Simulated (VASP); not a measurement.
Write the native input for VASP 6.6.1 that does the following.

```yaml
Task: single point
Functional: PBE
Potentials_or_basis: VASP PAW PBE potentials, release 64 (Pb_d)
Cutoff: 520 eV
k_mesh: 9 × 9 × 9
Occupations: gaussian, width 0.027 eV
Spin: no spin polarisation
Further_INCAR_settings: ALGO = Fast; EDIFF = 1e-07
```

The structure of Pb lies in POSCAR:

```
Pb
1.0
    0.0000000000      2.4750200000      2.4750200000
    2.4750200000      0.0000000000      2.4750200000
    2.4750200000      2.4750200000      0.0000000000
Pb
1
Direct
    0.0000000000      0.0000000000      0.0000000000
```

One way to write it, as run:

INCAR

```
PREC     = Accurate       # precision mode
ENCUT    = 520            # plane-wave cutoff, eV
EDIFF    = 1E-7           # SCF threshold, eV
ISMEAR   = 0              # smearing method
SIGMA    = 0.027000000000000003 # smearing width, eV
LREAL    = F              # projectors in reciprocal space
LASPH    = T              # aspherical terms in the spheres
NELM     = 60             # most SCF steps
ALGO     = Fast           # electronic algorithm
ISIF     = 2              # what is computed and relaxed
LWAVE    = F              # write WAVECAR
LCHARG   = F              # write CHGCAR
GGA      = PE             # functional
```

KPOINTS

```
regular mesh
0
Gamma
  9 9 9
```

Potentials or basis: VASP PAW PBE potentials, release 64 (Pb_d).

The run is started by

```bash
$ cat potpaw_PBE.64/Pb_d/POTCAR > POTCAR
$ mpirun -np 1 vasp_std > vasp.out
```

It gave:

```json
{
  "Pressure": "2.2 GPa",
  "Band gap on the k mesh": "none (metal or under the smearing width)"
}
```

It took 8.6 s on 1 thread of Intel(R) Xeon(R) 6975P-C (Granite Rapids) (shared host), peak memory 0.15 GiB.
